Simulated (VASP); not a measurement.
# Li: single point with PBE+D3(BJ)

The system is Li.

```
CELL_PARAMETERS angstrom
0.00000 2.08848 2.08848
2.08848 0.00000 2.08848
2.08848 2.08848 0.00000
ATOMIC_POSITIONS crystal
Li 0.00000 0.00000 0.00000
```

This isn't the form of Li at room conditions, which is bcc.

```yaml
Program: VASP 6.6.1
Task: single point
Functional: PBE
Dispersion: D3(BJ)
Potentials_or_basis: VASP PAW PBE potentials, release 64 (Li_sv)
Cutoff: 520 eV
k_mesh: 18 × 18 × 18
Occupations: gaussian, width 0.1 eV
Spin: no spin polarisation
Dipole_correction: no
Further_INCAR_settings: ALGO = Normal; EDIFF = 1e-06; NBANDS = 8
```

| Quantity | Value |
| --- | --- |
| Band gap on the k mesh | none (metal or under the smearing width) |
| Dispersion energy per atom | -0.188 eV |

Levels at points of the mesh, in eV from the Fermi level:
```tsv
k point	band 1	band 2	band 3	band 4	band 5	band 6	band 7
(0.00, 0.00, 0.00)	-46.36	-3.70	15.47	15.47	15.47	19.52	19.52
(0.50, 0.00, 0.00)	-46.33	-0.07	3.29	13.60	13.60	17.73	17.73
(0.50, 0.50, 0.00)	-46.32	1.60	5.10	9.05	9.05	11.34	16.83
```

It took 6.8 s on 1 thread of Intel(R) Xeon(R) 6975P-C (Granite Rapids), on a shared host, peak memory 0.15 GiB.
